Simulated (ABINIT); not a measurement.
A run of ABINIT 10.8.3 (patched build):

run.abi

```
pp_dirpath "./"
pseudos "Ba.LDA_PW-JTH.xml, Zr.LDA_PW-JTH.xml, O.LDA_PW-JTH.xml"

acell 7.9204846952 7.9204846952 7.9204846952
rprim
     1.0000000000     0.0000000000     0.0000000000
     0.0000000000     1.0000000000     0.0000000000
     0.0000000000     0.0000000000     1.0000000000
ntypat 3
znucl 56 40 8
natom 5
typat 1 2 3 3 3
xcart
     0.0000000000     0.0000000000     0.0000000000
     3.9602423476     3.9602423476     3.9602423476
     3.9602423476     3.9602423476     0.0000000000
     3.9602423476     0.0000000000     3.9602423476
     0.0000000000     3.9602423476     3.9602423476

ecut 625.861884 eV
pawecutdg 45.0

kptopt 1
ngkpt 5 5 5
nshiftk 1
shiftk 0.0 0.0 0.0

ixc 7

nband 24
occopt 3
tsmear 0.00183747

nstep 100
tolvrs 1.0e-9

iomode 3
prtwf 0
prtden 0
prteig 0
prtebands 0
enunit 2
```

Potentials or basis: JTH PAW LDA v2.0.

Run with:

```sh
$ abinit run.abi > log 2>&1
```

Hardware: 1 thread of Arm Neoverse V2, on a shared host.

Q: Estimate the wall time of this run.

A: Wall time 23 s on 1 thread of Arm Neoverse V2, on a shared host, peak memory 0.11 GiB. Counts: scf iterations 12, mpi ranks 1, k points 10, bands 24, plane waves 2641.
